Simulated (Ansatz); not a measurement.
# Pressure against volume: PbSe

Space group Fm-3m (No. 225). a = 6.124 Å, b = 6.124 Å, c = 6.124 Å, α = 90.00°, β = 90.00°, γ = 90.00°
```
atom  site  symmetry       x       y       z
  Pb    4a      m-3m  0.0000  0.0000  0.0000
  Se    4b      m-3m  0.5000  0.0000  0.0000
```

The runs use the primitive cell with vectors (0.000, 3.062, 3.062), (3.062, 0.000, 3.062), (3.062, 3.062, 0.000) Å, to which the k mesh refers.

The cell is COD entry 9008695, as deposited and not checked against the literature; nothing was relaxed.

No spin–orbit coupling, which matters for the heavy atoms here.

Levels of theory: DFT, PBE, all-electron LAPW, scalar-relativistic (Ansatz 0.2.0); DFT, PBE, PAW with Ansatz's default frozen-core files, scalar-relativistic (Ansatz 0.2.0).

For LAPW: a Γ-centred 9×9×9 k mesh, Fermi–Dirac smearing of 0.01 eV, basis error target 0.25 meV/atom, no spin polarisation. PAW takes a cutoff of 420 eV at this cell. The Ansatz runs share mesh, smearing and spin set-up. Plane-wave (PAW) pressures include the program's estimate of the Pulay term.

The cell above is scaled evenly, with fractional coordinates and shape held.

```tsv
V/V(cell)	V (Å³/atom)	P, LAPW (GPa)	P, PAW (GPa)	gap on the k mesh, LAPW (eV)	free energy over the lowest listed, PAW (meV/atom)
0.9400	26.990	6.31	6.31	0.63	54.5
0.9600	27.565	4.85	4.84	0.65	34.5
0.9800	28.139	3.52	3.52	0.67	19.6
0.9900	28.426	2.91	2.91	0.68	13.8
1.0000	28.713	2.33	2.33	0.69	9.1
1.0100	29.000	1.78	1.78	0.71	5.4
1.0200	29.287	1.26	1.25	0.72	2.7
1.0400	29.862	0.29	0.29	0.75	0.0
1.0600	30.436	-0.59	-0.59	0.78	0.6
```

What do Birch–Murnaghan fits to the pressures give?

LAPW: V0 = 30.04 Å³/atom, B0 = 47 GPa, B0′ = 4.3; PAW: V0 = 30.04 Å³/atom, B0 = 47 GPa, B0′ = 4.3.

PAW's V0 lies -0.01 % from the all-electron value and its B0 0.0 %. Symmetry fixes shape and coordinates here, so this is the relaxed modulus.
